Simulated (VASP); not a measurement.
# TePb (Pm-3m) in VASP: a series of runs

The runs below take TePb through single point, with PBE.

Program: VASP 6.6.1. These are calculated values, not measurements. Logs are shortened: lines on timing, memory, paths and dates and some standing lists are left out, and cuts for length are marked.

**1. Starting point**

Symmetry: Pm-3m, No. 221, cubic system. The conventional cell has a = 4.002 Å, b = 4.002 Å, c = 4.002 Å, α = 90.00°, β = 90.00°, γ = 90.00°. Pb (site symmetry m-3m) has 8 Te at 3.47 Å as nearest neighbours. Te (site symmetry m-3m) is surrounded by 8 Pb at 3.47 Å.

Measurements of this composition are mostly on another form, of space group No. 225.

**2. Single point, PBE**

INCAR

```
SYSTEM = TePb
  PREC = Accurate
  ENCUT = 500
  EDIFF = 1E-6
  ISMEAR = 0
  SIGMA = 0.02
  LREAL = .FALSE.
  LASPH = .TRUE.
  NELM = 100
  ALGO = Normal
  ISIF = 2
  LWAVE = .FALSE.
  LCHARG = .TRUE.
  GGA = PE
  LELF = .TRUE.
  LVHAR = .TRUE.
```

KPOINTS

```
regular mesh
0
G
  4 4 4
  0 0 0
```

POSCAR

```
TePb
1.0
    4.0022870000      0.0000000000      0.0000000000
    0.0000000000      4.0022870000      0.0000000000
    0.0000000000      0.0000000000      4.0022870000
Pb Te
1 1
Direct
    0.0000000000      0.0000000000      0.0000000000
    0.5000000000      0.5000000000      0.5000000000
```

Potentials or basis: VASP PAW PBE potentials, release 64 (Pb_d_GW, Te_GW).

Run with:

```
> cat potpaw_PBE.64/Pb_d_GW/POTCAR potpaw_PBE.64/Te_GW/POTCAR > POTCAR
> mpirun -np 1 vasp_std > vasp.out
```

OUTCAR:

```text
SYSTEM = TePb
   PREC = Accurate
   ENCUT = 500
   EDIFF = 1E-6
   ISMEAR = 0
   LREAL = .FALSE.
   LASPH = .TRUE.
   NELM = 100
   ISIF = 2
   GGA = PE

 ion  position               nearest neighbor table
   1  0.000  0.000  0.000-
   2  0.500  0.500  0.500-

  LATTYP: Found a simple cubic cell.
 ALAT       =     4.0022870000

  Lattice vectors:

 A1 = (   4.0022870000,   0.0000000000,   0.0000000000)
 A2 = (   0.0000000000,   4.0022870000,   0.0000000000)
 A3 = (   0.0000000000,   0.0000000000,   4.0022870000)

Analysis of symmetry for initial positions (statically):
=====================================================================
 Subroutine PRICEL returns:
 Original cell was already a primitive cell.

 Routine SETGRP: Setting up the symmetry group for a
 simple cubic supercell.

 Subroutine GETGRP returns: Found 48 space group operations
 (whereof 48 operations were pure point group operations)
 out of a pool of 48 trial point group operations.

The static configuration has the point symmetry O_h .

Analysis of symmetry for dynamics (positions and initial velocities):
=====================================================================
 Subroutine PRICEL returns:
 Original cell was already a primitive cell.

 Routine SETGRP: Setting up the symmetry group for a
 simple cubic supercell.

 Subroutine GETGRP returns: Found 48 space group operations
 (whereof 48 operations were pure point group operations)
 out of a pool of 48 trial point group operations.

The dynamic configuration has the point symmetry O_h .

 Subroutine INISYM returns: Found 48 space group operations
 (whereof 48 operations are pure point group operations),
 and found     1 'primitive' translations

----------------------------------------------------------------------------------------

                                     Primitive cell

  volume of cell :      64.1098

  direct lattice vectors                    reciprocal lattice vectors
     4.002287000  0.000000000  0.000000000     0.249857144  0.000000000  0.000000000
     0.000000000  4.002287000  0.000000000     0.000000000  0.249857144  0.000000000
     0.000000000  0.000000000  4.002287000     0.000000000  0.000000000  0.249857144

  length of vectors
     4.002287000  4.002287000  4.002287000     0.249857144  0.249857144  0.249857144

  position of ions in fractional coordinates (direct lattice)
     0.000000000  0.000000000  0.000000000
     0.500000000  0.500000000  0.500000000

  ion indices of the primitive-cell ions
[... 71 lines left out ...]
   NELECT =      22.0000    total number of electrons
   NUPDOWN=      -1.0000    fix difference up-down
   EMIN   =  10.00;   EMAX   =-10.00  energy-range for DOS
   EFERMI =   0.00;   METHOD = LEGACY
   ISMEAR =     0;   SIGMA  =   0.02  broadening in eV -4-tet -1-fermi 0-gaus
   EFERMI_NEDOS =   21; number of points for ismear=-14 and -15
   IALGO  =     38    algorithm
   IMIX   =      4    mixing-type and parameters
     AMIX     =   0.40;   BMIX     =  1.00
     AMIX_MAG =   1.60;   BMIX_MAG =  1.00
  volume/ion in A,a.u.               =      32.05       216.32
  Fermi-wavevector in a.u.,A,eV,Ry     =   1.146148  2.165906 17.873375  1.313656
  Thomas-Fermi vector in A             =   2.282834
   LORBIT       =      0    0 simple, 1 ext, 2 COOP (PROOUT), +10 PAW based schemes
   GGA     = PE    functional components
   LHFCALC =     F    Hartree Fock is set to
   AEXX    =    0.0000 exact exchange contribution
   IVDW    =     0    specifies the selected vdW correction
   LEPSILON=     F    determine dielectric tensor
   LRPA    =     F    only Hartree local field effects (RPA)
 non-spin polarized calculation
 Gauss-broadening in eV      SIGMA  =   0.02
  energy-cutoff  :      500.00
  volume of cell :       64.11
 maximum number of plane-waves:      1647
 NGX is ok and might be reduce to    30
   NGX = 15   NGY = 15   NGZ = 15

 number of electron      22.0000011 magnetization

 Free energy of the ion-electron system (eV)
  ---------------------------------------------------
  ext. energy  EPLUGINS =         0.00000000
  ---------------------------------------------------
  free energy    TOTEN  =        -6.93397676 eV

  energy without entropy =       -6.93246772  energy(sigma->0) =       -6.93322224

 E-fermi :   4.8493     XC(G=0):  -9.7306

 val. band max:        4.8289836857   @ k =   0.5000   0.2500   0.0000
 cond. band min:       4.8696108180   @ k =   0.5000   0.2500   0.2500
 fundamental gap:      0.0406271323
 Fermi energy:         4.8492952890

 k-point     1 :       0.0000    0.0000    0.0000
  band No.  band energies     occupation
      1    -135.1641      2.00000
      2     -12.4906      2.00000
      3     -12.4906      2.00000
      4     -12.4046      2.00000
      5     -12.4046      2.00000
      6     -12.4046      2.00000
      7      -7.3944      2.00000
      8      -2.0677      2.00000
      9       3.1977      2.00000
     10       3.1977      2.00000
     11       3.1977      2.00000
     12       8.7644      0.00000
     13       8.7644      0.00000
     14       9.9512      0.00000
[... 149 lines left out ...]
      2     -12.4576      2.00000
      3     -12.4576      2.00000
      4     -12.4576      2.00000
      5     -12.3783      2.00000
      6     -12.3783      2.00000
      7      -4.8820      2.00000
      8      -2.5324      2.00000
      9       2.3177      2.00000
     10       2.3177      2.00000
     11       2.3177      2.00000
     12       3.6502      2.00000
     13       3.6502      2.00000
     14       3.6502      2.00000
     15      18.3181      0.00000

------------------------ aborting loop because EDIFF is reached ----------------------------------------

  FORCE on cell =-STRESS in cart. coord.  units (eV):
  Direction    XX          YY          ZZ          XY          YZ          ZX
  --------------------------------------------------------------------------------------
  -------------------------------------------------------------------------------------
  Total        0.2506161      0.2506161      0.2506161      0.0000000      0.0000000     -0.0000000
  in kB        6.2631797      6.2631797      6.2631797      0.0000000      0.0000000     -0.0000000
  external PRESSURE =       6.2631797 kB  Pullay stress =       0.0000000 kB

 VOLUME and BASIS-vectors are now :
 -----------------------------------------------------------------------------
  energy-cutoff  :      500.00
  volume of cell :       64.11
      direct lattice vectors                 reciprocal lattice vectors
     4.002287000  0.000000000  0.000000000     0.249857144  0.000000000  0.000000000
     0.000000000  4.002287000  0.000000000     0.000000000  0.249857144  0.000000000
     0.000000000  0.000000000  4.002287000     0.000000000  0.000000000  0.249857144

 POSITION                                       TOTAL-FORCE (eV/Angst)
 -----------------------------------------------------------------------------------
      0.00000      0.00000      0.00000         0.000000      0.000000      0.000000
      2.00114      2.00114      2.00114         0.000000      0.000000      0.000000
 -----------------------------------------------------------------------------------
    total drift:                                0.000000     -0.000000     -0.000000

  FREE ENERGIE OF THE ION-ELECTRON SYSTEM (eV)
  ---------------------------------------------------
  free  energy   TOTEN  =        -6.9339767568 eV

  energy  without entropy=       -6.9324677230  energy(sigma->0) =       -6.93322224
```

It took 16 s on 1 thread of Intel Xeon Platinum 8488C (Sapphire Rapids), shared host; peak memory 0.18 GiB.

What came out:

```yaml
Free_energy: -6.9340 eV
Pressure: 0.6 GPa
Band_gap_on_the_k_mesh: none (metal or under the smearing width)
```

Caveat: the k mesh is coarse (spacing up to 0.39 Å⁻¹), so the values aren't converged.

**3. Single point, PBE**

INCAR

```
PREC = Accurate
ENCUT = 500
EDIFF = 1E-6
ISMEAR = 0
SIGMA = 0.02
LREAL = F
LASPH = T
NELM = 60
ALGO = Normal
ISIF = 2
LWAVE = F
LCHARG = F
GGA = PE
NBANDS = 18
```

KPOINTS

```
Automatic mesh
0
Gamma
  3 3 3
```

POSCAR is that of step 2.

Potentials or basis: VASP PAW PBE potentials, release 64 (Pb_d_GW, Te_GW).

Run with:

```
> cat potpaw_PBE.64/Pb_d_GW/POTCAR potpaw_PBE.64/Te_GW/POTCAR > POTCAR
> mpirun -np 1 vasp_std > vasp.out
```

Wall time 8.3 s (1 thread of Intel Xeon Platinum 8559C (Emerald Rapids), shared host); peak memory 0.17 GiB.

The run converged. Its results:

```yaml
Free_energy: -6.9357 eV
Pressure: 0.5 GPa
Band_gap_on_the_k_mesh: 0.78 eV, indirect (least direct gap 2.09 eV)
```

Levels at points of the mesh, in eV from the valence-band top:
```
           k point  band 7  band 8  band 9  band 10  band 11  band 12  band 13  band 14  band 15  band 16
(0.00, 0.00, 0.00)  -12.06   -6.72   -1.48    -1.48    -1.48     4.11     4.11     5.29     5.29     5.29
```

Caveat: the k mesh is coarse (spacing up to 0.52 Å⁻¹), so the values aren't converged; spin-orbit coupling is left out, which as a rule narrows the gap of such compounds by several tenths of an eV; an odd mesh through Γ misses points on the zone boundary, where band edges often lie.

**4. Single point, PBE**

INCAR

```
PREC = Accurate
ENCUT = 450
EDIFF = 1E-6
ISMEAR = 0
SIGMA = 0.02
LREAL = F
LASPH = T
NELM = 100
ALGO = Normal
ISIF = 2
LWAVE = F
LCHARG = F
GGA = PE
NBANDS = 18
```

KPOINTS

```
regular mesh
0
Gamma
  4 4 4
```

POSCAR is that of step 3.

Run with:

```
> cat potpaw_PBE.64/Pb_d_GW/POTCAR potpaw_PBE.64/Te_GW/POTCAR > POTCAR
> mpirun -np 1 vasp_std > vasp.out
```

Run time: 9.7 s. Hardware: 1 thread of AMD EPYC 9R45 (Zen 5), shared host; peak memory 0.14 GiB.

The run converged. Its results:

| Property | Result |
| --- | --- |
| Free energy | -6.9332 eV |
| Pressure | 0.6 GPa |
| Band gap on the k mesh | none (metal or under the smearing width) |

Levels at points of the mesh, in eV from the Fermi level:
| k point | band 8 | band 9 | band 10 | band 11 | band 12 | band 13 | band 14 | band 15 |
| --- | --- | --- | --- | --- | --- | --- | --- | --- |
| (0.00, 0.00, 0.00) | -6.92 | -1.65 | -1.65 | -1.65 | 3.91 | 3.91 | 5.10 | 5.10 |
| (0.50, 0.00, 0.00) | -9.24 | -0.86 | -0.20 | -0.20 | 0.05 | 2.15 | 2.15 | 5.27 |
| (0.50, 0.50, 0.00) | -8.12 | -4.49 | -4.49 | 0.18 | 3.32 | 3.58 | 3.58 | 5.95 |
| (0.50, 0.50, 0.50) | -7.38 | -2.53 | -2.53 | -2.53 | -1.20 | -1.20 | -1.20 | 13.47 |

Caveat: the k mesh is coarse (spacing up to 0.39 Å⁻¹), so the values aren't converged. Spin-orbit coupling is left out, which matters for the levels of Pb, Te.

**5. Single point, PBE**

INCAR

```
ALGO     = Normal         # electronic algorithm
EDIFF    = 1E-6           # SCF threshold, eV
ENCUT    = 450            # plane-wave cutoff, eV
GGA      = PE             # functional
ISIF     = 2              # what is computed and relaxed
ISMEAR   = 0              # smearing method
LASPH    = T              # aspherical terms in the spheres
LCHARG   = F              # write CHGCAR
LREAL    = F              # projectors in reciprocal space
LWAVE    = F              # write WAVECAR
NELM     = 100            # most SCF steps
PREC     = Accurate       # precision mode
SIGMA    = 0.02           # smearing width, eV
```

KPOINTS

```
k-points
0
Gamma
  4 4 4
```

POSCAR is that of step 4.

Run with:

```
> cat potpaw_PBE.64/Pb_d_GW/POTCAR potpaw_PBE.64/Te_GW/POTCAR > POTCAR
> mpirun -np 1 vasp_std > vasp.out
```

It took 18 s on 1 thread of AMD EPYC 7R13 (Zen 3), shared host; peak memory 0.14 GiB.

The run converged. Its results:

```
Free energy            : -6.9332 eV
Pressure               : 0.6 GPa
Band gap on the k mesh : none (metal or under the smearing width)
```

Levels at points of the mesh, in eV from the Fermi level:
| k point | band 9 | band 10 | band 11 | band 12 | band 13 | band 14 |
| --- | --- | --- | --- | --- | --- | --- |
| (0.00, 0.00, 0.00) | -1.65 | -1.65 | -1.65 | 3.92 | 3.92 | 5.10 |
| (0.50, 0.00, 0.00) | -0.86 | -0.20 | -0.20 | 0.05 | 2.15 | 2.15 |
| (0.50, 0.50, 0.00) | -4.49 | -4.49 | 0.18 | 3.32 | 3.58 | 3.58 |
| (0.50, 0.50, 0.50) | -2.53 | -2.53 | -2.53 | -1.20 | -1.20 | -1.20 |

Caveat: the k mesh is coarse (spacing up to 0.39 Å⁻¹), so the values aren't converged. The run has no spin-orbit coupling, so splittings on Pb, Te are missing.

**6. The reference run**

An earlier run on the cell as given: functional PBE; potentials or basis VASP PAW PBE potentials, release 64 (Pb_d, Te); cutoff 520 eV; k mesh 7 × 7 × 7; occupations fermi-dirac, width 0.05 eV; no spin polarisation.

- Pressure: 0.0 GPa
- Band gap on the k mesh: none (metal or under the smearing width)

**7. Overview**

```csv
potentials or basis,k mesh,cutoff (eV),smearing,mesh quality,gap on the mesh (eV),pressure (GPa)
"VASP PAW PBE potentials, release 64 (Pb_d_GW, Te_GW)",4 × 4 × 4,500,gaussian 0.02 eV,coarse,none,0.6
"VASP PAW PBE potentials, release 64 (Pb_d_GW, Te_GW)",3 × 3 × 3,500,gaussian 0.02 eV,coarse,0.78,0.5
"VASP PAW PBE potentials, release 64 (Pb_d_GW, Te_GW)",4 × 4 × 4,450,gaussian 0.02 eV,coarse,none,0.6
"VASP PAW PBE potentials, release 64 (Pb_d, Te)",7 × 7 × 7,520,fermi-dirac 0.05 eV,not flagged,none,0.0
```

Alike in all rows: task single point; level PBE; no spin polarisation; cell as given.

Caveats: some runs use coarse meshes; spin-orbit coupling is left out, which as a rule narrows the gap of such compounds by several tenths of an eV (some runs); an odd mesh through Γ misses points on the zone boundary, where band edges often lie (some runs).

Absolute energies hang on the potentials; compare differences alone.
